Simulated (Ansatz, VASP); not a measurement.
# GaAs: VASP beside Ansatz

```
CELL_PARAMETERS angstrom
3.86028 0.00000 0.00000
0.00000 3.86028 0.00000
0.00000 0.00000 2.77495
ATOMIC_POSITIONS crystal
Ga 0.50000 0.50000 0.50000
As 0.00000 0.00000 0.50000
```

Change from the starting cell: volume scaled by 1.04.

Alike in both runs: task single point; functional PBE; k mesh 7 × 7 × 10; occupations fermi-dirac, width 0.05 eV; no spin polarisation.

|  | VASP | Ansatz |
| --- | --- | --- |
| version | VASP 6.6.1 | Ansatz 0.2.0 |
| potentials or method | VASP PAW PBE potentials, release 64 (Ga_d, As) | Ansatz PAW |
| plane-wave cutoff (eV) | 520 | 420 |
| valence electrons in the cell | 18 | 28 |

VASP gave:

```
gap on the k mesh at the Fermi level (eV)       : none
pressure (GPa)                                  : -2.1
largest component of the traceless stress (GPa) : 2.70
```

Which values does Ansatz return?

gap on the k mesh at the Fermi level (eV): none; pressure (GPa): -2.2; largest component of the traceless stress (GPa): 2.66.

A gap of «none» marks a metal or a gap that the smearing closes. With one functional, cell and mesh, what is left measures potentials, basis and numerics. The two sets of potentials don't hold the same shells in valence.
